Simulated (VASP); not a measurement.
# K in VASP: settings compared

The runs below take K through relaxation of the atoms, with PBE+D2, PBE+D3, PBE+D3(BJ), PBE+D4.

Program: VASP 6.6.1. These are calculated values, not measurements. Logs are shortened: lines on timing, memory, paths and dates and some standing lists are left out, and cuts for length are marked.

## Step 1: Starting point

The cell holds a slab with vacuum, 5 atoms: a = 4.786 Å, b = 4.786 Å, c = 30.517 Å, α = 90.00°, β = 90.00°, γ = 120.00°.

The slab is cut from a database's or a generator's crystal, which needn't be the stable form of the element.

## Step 2: Relaxation of the atoms, PBE+D2

INCAR reads:

```
SYSTEM = K
  PREC = Accurate
  ENCUT = 520
  EDIFF = 1E-6
  ISMEAR = -1
  SIGMA = 0.05
  LREAL = .FALSE.
  LASPH = .TRUE.
  NELM = 100
  ALGO = Normal
  ISIF = 2
  LWAVE = .FALSE.
  LCHARG = .FALSE.
  LDIPOL = .TRUE.
  IDIPOL = 3
  DIPOL = 0.5 0.5 0.500
  GGA = PE
  IVDW = 1
  IBRION = 2
  NSW = 60
  EDIFFG = -0.01
```

KPOINTS reads:

```
regular mesh
0
G
  5 5 1
  0 0 0
```

POSCAR reads:

```
K
1.0
    4.7864284507      0.0000000000      0.0000000000
   -2.3932142254      4.1451686318      0.0000000000
    0.0000000000      0.0000000000     30.5168343227
K
5
Selective dynamics
Direct
    0.0000000000      0.0000000000      0.2457659900  F F F
    0.6666666667      0.3333333333      0.3728519591  F F F
    0.3333333333      0.6666666667      0.4999379282  T T T
    0.6666666667      0.3333333333      0.6271480409  T T T
    0.3333333333      0.6666666667      0.7542340100  T T T
```

Potentials or basis: VASP PAW PBE potentials, release 64 (K_sv).

Launch:

```bash
$ cat potpaw_PBE.64/K_sv/POTCAR > POTCAR
$ mpirun -np 1 vasp_std > vasp.out
```

OUTCAR:

```text
SYSTEM = K
   PREC = Accurate
   ENCUT = 520
   EDIFF = 1E-6
   ISMEAR = -1
   LREAL = .FALSE.
   LASPH = .TRUE.
   NELM = 100
   ISIF = 2
   GGA = PE
   IVDW = 1
   IBRION = 2
   NSW = 60
   EDIFFG = -0.01
  IVDW =   1

 ion  position               nearest neighbor table
   1  0.000  0.000  0.246-
   2  0.667  0.333  0.373-
   3  0.333  0.667  0.500-
   4  0.667  0.333  0.627-
   5  0.333  0.667  0.754-

  LATTYP: Found a hexagonal cell.
 ALAT       =     4.7864284507
 C/A-ratio  =     6.3757005118

  Lattice vectors:

 A1 = (   4.7864284507,   0.0000000000,   0.0000000000)
 A2 = (  -2.3932142254,   4.1451686318,   0.0000000000)
 A3 = (   0.0000000000,   0.0000000000,  30.5168343227)

Analysis of symmetry for initial positions (statically):
=====================================================================
 Subroutine PRICEL returns:
 Original cell was already a primitive cell.

 Routine SETGRP: Setting up the symmetry group for a
 hexagonal supercell.

 Subroutine GETGRP returns: Found  6 space group operations
 (whereof  6 operations were pure point group operations)
 out of a pool of 24 trial point group operations.

The static configuration has the point symmetry C_3v.

Analysis of symmetry for dynamics (positions and initial velocities):
=====================================================================
 Subroutine PRICEL returns:
 Original cell was already a primitive cell.

 Routine SETGRP: Setting up the symmetry group for a
 hexagonal supercell.

 Subroutine GETGRP returns: Found  6 space group operations
 (whereof  6 operations were pure point group operations)
 out of a pool of 24 trial point group operations.

The dynamic configuration has the point symmetry C_3v.

Analysis of constrained symmetry for selective dynamics:
=====================================================================
 Subroutine PRICEL returns:
 Original cell was already a primitive cell.

 Routine SETGRP: Setting up the symmetry group for a
 hexagonal supercell.

 Subroutine GETGRP returns: Found  6 space group operations
 (whereof  6 operations were pure point group operations)
 out of a pool of 24 trial point group operations.

The constrained configuration has the point symmetry C_3v.

 Subroutine INISYM returns: Found  6 space group operations
 (whereof  6 operations are pure point group operations),
 and found     1 'primitive' translations

----------------------------------------------------------------------------------------

                                     Primitive cell

  volume of cell :     605.4709

  direct lattice vectors                    reciprocal lattice vectors
     4.786428451  0.000000000  0.000000000     0.208924046  0.120622354  0.000000000
    -2.393214225  4.145168632  0.000000000     0.000000000  0.241244709  0.000000000
     0.000000000  0.000000000 30.516834323     0.000000000  0.000000000  0.032768799

  length of vectors
     4.786428451  4.786428451 30.516834323     0.241244709  0.241244709  0.032768799

  position of ions in fractional coordinates (direct lattice)
     0.000000000  0.000000000  0.245765990
     0.666666667  0.333333333  0.372851959
     0.333333333  0.666666667  0.499937928
     0.666666667  0.333333333  0.627148041
     0.333333333  0.666666667  0.754234010

  ion indices of the primitive-cell ions
   primitive index   ion index
                 1           1
                 2           2
                 3           3
                 4           4
                 5           5

----------------------------------------------------------------------------------------

 KPOINTS: regular mesh

Automatic generation of k-mesh.
 Grid dimensions read from file:
 generate k-points for:    5    5    1

 Generating k-lattice:

  Cartesian coordinates                     Fractional coordinates (reciprocal lattice)
     0.041784809  0.024124471  0.000000000     0.200000000 -0.000000000  0.000000000
     0.000000000  0.048248942  0.000000000     0.000000000  0.200000000  0.000000000
     0.000000000  0.000000000  0.032768799     0.000000000  0.000000000  1.000000000

  Length of vectors
     0.048248942  0.048248942  0.032768799

  Shift w.r.t. Gamma in fractional coordinates (k-lattice)
     0.000000000  0.000000000  0.000000000

 Subroutine IBZKPT returns following result:
 ===========================================

 Found      5 irreducible k-points:

 Following reciprocal coordinates:
            Coordinates               Weight
  0.000000  0.000000  0.000000      1.000000
  0.200000  0.000000  0.000000      6.000000
  0.400000  0.000000  0.000000      6.000000
  0.200000  0.200000  0.000000      6.000000
  0.400000  0.200000  0.000000      6.000000
   k-points           NKPTS =      5   k-points in BZ     NKDIM =      5   number of bands    NBANDS=     27
   number of dos      NEDOS =    301   number of ions     NIONS =      5
   total plane-waves  NPLWV = 311040
   dimension x,y,z NGX =    36 NGY =   36 NGZ =  240
   dimension x,y,z NGXF=    72 NGYF=   72 NGZF=  480
   ions per type =               5
   NGX,Y,Z   is equivalent  to a cutoff of  12.50, 12.50, 13.07 a.u.
   NGXF,Y,Z  is equivalent  to a cutoff of  25.01, 25.01, 26.15 a.u.
 SYSTEM =  K
   PREC   = accura    normal or accurate (medium, high low for compatibility)
   ISTART =      0    job   : 0-new  1-cont  2-samecut
   ICHARG =      2    charge: 1-file 2-atom 10-const
   ISPIN  =      1    spin polarized calculation?
   LNONCOLLINEAR =      F non collinear calculations
   LSORBIT =      F    spin-orbit coupling
   LASPH  =      T    aspherical Exc in radial PAW
   ENCUT  =  520.0 eV  38.22 Ry    6.18 a.u.   8.90  8.90 56.74*2*pi/ulx,y,z
   NELM   =    100;   NELMIN=  2; NELMDL= -5     # of ELM steps
   EDIFF  = 0.1E-05   stopping-criterion for ELM
   LREAL  =      F    real-space projection
   EDIFFG = -.1E-01   stopping-criterion for IOM
   NSW    =     60    number of steps for IOM
   IBRION =      2    ionic relax: 0-MD 1-quasi-New 2-CG
   NFREE  =      1    steps in history (QN), initial steepest desc. (CG)
   ISIF   =      2    stress and relaxation
   ISYM   =      2    0-nonsym 1-usesym 2-fastsym
   POTIM  = 0.5000    time-step for ionic-motion
   TEBEG  =    0.0;   TEEND  =   0.0 temperature during run
   PSTRESS=    0.0 pullay stress
   NELECT =      45.0000    total number of electrons
   NUPDOWN=      -1.0000    fix difference up-down
   EMIN   =  10.00;   EMAX   =-10.00  energy-range for DOS
   EFERMI =   0.00;   METHOD = LEGACY
   ISMEAR =    -1;   SIGMA  =   0.05  broadening in eV -4-tet -1-fermi 0-gaus
   EFERMI_NEDOS =   21; number of points for ismear=-14 and -15
   IALGO  =     38    algorithm
   IMIX   =      4    mixing-type and parameters
     AMIX     =   0.40;   BMIX     =  1.00
     AMIX_MAG =   1.60;   BMIX_MAG =  1.00
  volume/ion in A,a.u.               =     121.09       817.18
  Fermi-wavevector in a.u.,A,eV,Ry     =   0.688306  1.300709  6.445957  0.473764
  Thomas-Fermi vector in A             =   1.769068
   LORBIT       =      0    0 simple, 1 ext, 2 COOP (PROOUT), +10 PAW based schemes
   GGA     = PE    functional components
   LHFCALC =     F    Hartree Fock is set to
   AEXX    =    0.0000 exact exchange contribution
   IVDW    =     1    specifies the selected vdW correction
   LEPSILON=     F    determine dielectric tensor
   LRPA    =     F    only Hartree local field effects (RPA)
 conjugate gradient relaxation of ions
 non-spin polarized calculation
  energy-cutoff  :      520.00
  volume of cell :      605.47
 maximum number of plane-waves:     16357
 NGX is ok and might be reduce to    36
   NGX = 17   NGY = 17   NGZ =113

--------------------------------------- Ionic step        1  -------------------------------------------

 number of electron      45.0000007 magnetization

 Free energy of the ion-electron system (eV)
  ---------------------------------------------------
  ext. energy  EPLUGINS =         0.00000000
  ---------------------------------------------------
  free energy    TOTEN  =        -5.05607252 eV

  energy without entropy =       -5.02714248  energy(sigma->0) =       -5.04160750

------------------------ aborting loop because EDIFF is reached ----------------------------------------

  DFT-D2 method for vdW energy calculation

  Number of pair interactions contributing to vdW energy:   13189
[... 120 lines left out ...]
  FREE ENERGIE OF THE ION-ELECTRON SYSTEM (eV)
  ---------------------------------------------------
  free  energy   TOTEN  =        -5.2812830379 eV

  energy  without entropy=       -5.2524959512  energy(sigma->0) =       -5.26688949

[... ionic steps 4 to 9 ...]

--------------------------------------- Ionic step       10  -------------------------------------------

 number of electron      45.0000007 magnetization

------------------------ aborting loop because EDIFF is reached ----------------------------------------
[... 79 lines left out ...]
  FREE ENERGIE OF THE ION-ELECTRON SYSTEM (eV)
  ---------------------------------------------------
  free  energy   TOTEN  =        -5.2923119547 eV

  energy  without entropy=       -5.2662568233  energy(sigma->0) =       -5.27928439

 dipolmoment           0.000000      0.000000      0.026162 electrons x Angstroem

--------------------------------------- Ionic step       12  -------------------------------------------

 number of electron      45.0000007 magnetization

 dipolmoment           0.000000      0.000000     -0.003485 electrons x Angstroem

 Free energy of the ion-electron system (eV)
  ---------------------------------------------------
  ext. energy  EPLUGINS =         0.00000000
  ---------------------------------------------------
  free energy    TOTEN  =        -5.05852113 eV

  energy without entropy =       -5.03291243  energy(sigma->0) =       -5.04571678

 E-fermi :  -0.8807     XC(G=0):  -3.8813

 val. band max:       -0.8813903637   @ k =   0.4000   0.0000   0.0000
 cond. band min:      -0.7399278764   @ k =   0.2000   0.0000   0.0000
 fundamental gap:      0.1414624873
 Fermi energy:        -0.8806516664

 k-point     1 :       0.0000    0.0000    0.0000
  band No.  band energies     occupation
      1     -33.2185      2.00000
      2     -33.2172      2.00000
      3     -33.1120      2.00000
      4     -33.1066      2.00000
      5     -33.1009      2.00000
      6     -16.7246      2.00000
[... 19 lines left out ...]
     26      -0.3018      0.00002
     27       0.2024      0.00000

 k-point     2 :       0.2000    0.0000    0.0000
  band No.  band energies     occupation
      1     -33.2178      2.00000
      2     -33.2165      2.00000
      3     -33.1113      2.00000
      4     -33.1059      2.00000
      5     -33.1003      2.00000
      6     -16.7221      2.00000
[... 19 lines left out ...]
     26      -0.0641      0.00000
     27       0.5079      0.00000

 k-point     3 :       0.4000    0.0000    0.0000
  band No.  band energies     occupation
      1     -33.2168      2.00000
      2     -33.2154      2.00000
      3     -33.1102      2.00000
      4     -33.1047      2.00000
      5     -33.0994      2.00000
      6     -16.7183      2.00000
[... 19 lines left out ...]
     26       0.2081      0.00000
     27       0.2941      0.00000

 k-point     4 :       0.2000    0.2000    0.0000
  band No.  band energies     occupation
      1     -33.2170      2.00000
      2     -33.2156      2.00000
      3     -33.1104      2.00000
      4     -33.1050      2.00000
      5     -33.0996      2.00000
      6     -16.7189      2.00000
[... 19 lines left out ...]
     26       0.4005      0.00000
     27       0.8740      0.00000

 k-point     5 :       0.4000    0.2000    0.0000
  band No.  band energies     occupation
      1     -33.2164      2.00000
      2     -33.2151      2.00000
      3     -33.1099      2.00000
      4     -33.1044      2.00000
      5     -33.0991      2.00000
      6     -16.7170      2.00000
[... 19 lines left out ...]
     26       0.0952      0.00000
     27       0.4136      0.00000

------------------------ aborting loop because EDIFF is reached ----------------------------------------

 vacuum level on the upper side and lower side of the slab       (xc-potential included)        -0.058        -0.222

  DFT-D2 method for vdW energy calculation

  Number of pair interactions contributing to vdW energy:   13180

  Edisp (eV):   -0.23649
[... 28 lines left out ...]
  FREE ENERGIE OF THE ION-ELECTRON SYSTEM (eV)
  ---------------------------------------------------
  free  energy   TOTEN  =        -5.2950138569 eV

  energy  without entropy=       -5.2694051625  energy(sigma->0) =       -5.28220951

 reached required accuracy - stopping structural energy minimisation

 vacuum level on the upper side and lower side of the slab         1.311         1.188
```

Run time: 11 min. Hardware: 1 thread of Intel Xeon Platinum 8488C (Sapphire Rapids), shared host; peak memory 0.7 GiB.

Results:

```
Free energy                : -5.2950 eV
Energy gained by relaxing  : 2.9 meV/atom
Ionic steps                : 12
Band gap on the k mesh     : none (metal or under the smearing width)
Dispersion energy per atom : -0.047 eV
```

The path:
```csv
step,energy change (eV),largest force (eV/Å),pressure (GPa)
1,0.0000,0.0673,-0.24
2,-0.0003,0.0673,-0.24
3,-0.0010,0.0671,-0.24
4,-0.0024,0.0671,-0.24
5,-0.0046,0.0670,-0.23
6,-0.0068,0.0665,-0.22
7,-0.0069,0.0662,-0.22
8,-0.0075,0.0658,-0.22
9,-0.0091,0.0668,-0.21
10,-0.0108,0.0681,-0.20
11,-0.0120,0.0673,-0.20
12,-0.0147,0.0659,-0.19
```

Final structure:
```xyz
5
Lattice="4.7864 0.0000 0.0000 -2.3932 4.1452 0.0000 0.0000 0.0000 30.5168" Properties=species:S:1:pos:R:3 pbc="T T T"
K     0.0000    0.0000    7.5000
K     2.3932    1.3817   11.3783
K     0.0000    2.7634   15.1725
K     2.3932    1.3817   18.9468
K     0.0000    2.7634   22.5816
```

Caveat: atom-pairwise D2, TS and ULG terms overbind metals.

(Continued in part 2 of 3.)
